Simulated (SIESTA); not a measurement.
FeO (Wuestite):

```
Fe O
1.0
     0.00000    2.15540    2.15540
     2.15540    0.00000    2.15540
     2.15540    2.15540    0.00000
Fe O
1 1
Direct
  0.00000 0.00000 0.00000
  0.50000 0.50000 0.50000
```

Base run:

| Property | Result |
| --- | --- |
| Program | SIESTA 5.4.2 |
| Functional | VV10 |
| Potentials or basis | PseudoDojo 0.4 standard (PBE files) |
| Basis | DZP (energy shift 0.003 Ry; two zetas on semicore shells) |
| Grid cutoff | 800 Ry |
| Energy shift | 0.003 Ry |
| k mesh | 8 × 8 × 8 |
| Occupations | fermi-dirac, width 0.05 eV |
| Spin | collinear spin, ferromagnetic start |
| Starting moments | [3.0, 0.0] μB |

Its results: band gap on the k mesh none (metal or under the smearing width); pressure 2.8 GPa; net moment 4.00 μB per cell; site moments Fe +3.69; O +0.31 μB.

Question: The run is repeated on the same cell with these changes: functional from VV10 to vdW-DF-C09. What comes out?

Answer: Band gap on the k mesh none (metal or under the smearing width); pressure -7.1 GPa; net moment 4.00 μB per cell; site moments Fe +3.67; O +0.33 μB.

Caveats: short orbitals over semicore shells can move pressures by several GPa; the potentials were made for another functional, which shifts forces and pressure; the basis of atomic orbitals isn't converged, which shifts pressures, moduli and gaps; a cell with one magnetic atom can't hold antiferromagnetic order, which such compounds often take; semilocal functionals often make such compounds metallic where correlation or magnetic order opens a gap, which also shifts bond lengths; the non-local part is tabulated coarsely and may be off by about a percent (some runs).
